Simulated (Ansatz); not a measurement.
Crystal: WS2 (Tungstenite).

```
CELL_PARAMETERS angstrom
3.18000 0.00000 0.00000
-1.59000 2.75396 0.00000
0.00000 0.00000 12.50000
ATOMIC_POSITIONS crystal
W 0.66667 0.33333 0.75000
W 0.33333 0.66667 0.25000
S 0.66667 0.33333 0.37500
S 0.33333 0.66667 0.87500
S 0.66667 0.33333 0.12500
S 0.33333 0.66667 0.62500
```

- Program: Ansatz 0.2.0
- Task: relaxation of cell and atoms
- Functional: LDA
- Potentials or basis: Ansatz PAW
- Cutoff: 420 eV (not typed: the program's choice for these potentials)
- k mesh: 10 × 10 × 3
- Occupations: fermi-dirac, width 0.05 eV
- Spin: no spin polarisation

At the start: volume 18.24 Å³/atom.

How do energy, volume and symmetry change on relaxing?

It ends after 6 steps and the volume is 17.16 Å³/atom (-5.9 %); space group P6_3/mmc (No. 194, to 0.05 Å).

Step by step:
```csv
step,energy change (eV),largest force (eV/Å),volume (Å³)
1,0.0000,0.3580,109.47
2,-0.0824,0.1464,103.95
3,-0.0857,0.0292,102.67
4,-0.0858,0.0090,103.01
5,-0.0858,0.0001,102.96
6,-0.0849,0.0001,102.96
```

Final structure:
```cif
data_structure
_symmetry_space_group_name_H-M 'P 1'
_symmetry_Int_Tables_number 1
_cell_length_a 3.1268
_cell_length_b 3.1268
_cell_length_c 12.1594
_cell_angle_alpha 90.000
_cell_angle_beta 90.000
_cell_angle_gamma 120.000
_cell_volume 102.96
loop_
_atom_site_label
_atom_site_type_symbol
_atom_site_fract_x
_atom_site_fract_y
_atom_site_fract_z
_atom_site_occupancy
W1 W 0.66667 0.33333 0.75000 1
W2 W 0.33333 0.66667 0.25000 1
S1 S 0.66667 0.33333 0.37846 1
S2 S 0.33333 0.66667 0.87846 1
S3 S 0.66667 0.33333 0.12154 1
S4 S 0.33333 0.66667 0.62154 1
```

Caveat: the plane-wave basis is chosen anew once the cell has moved, so the energies of steps on either side of that aren't comparable; the PAW data sets come from PBE, with cores solved anew for the run's functional, which leaves a small shift of forces and pressure.
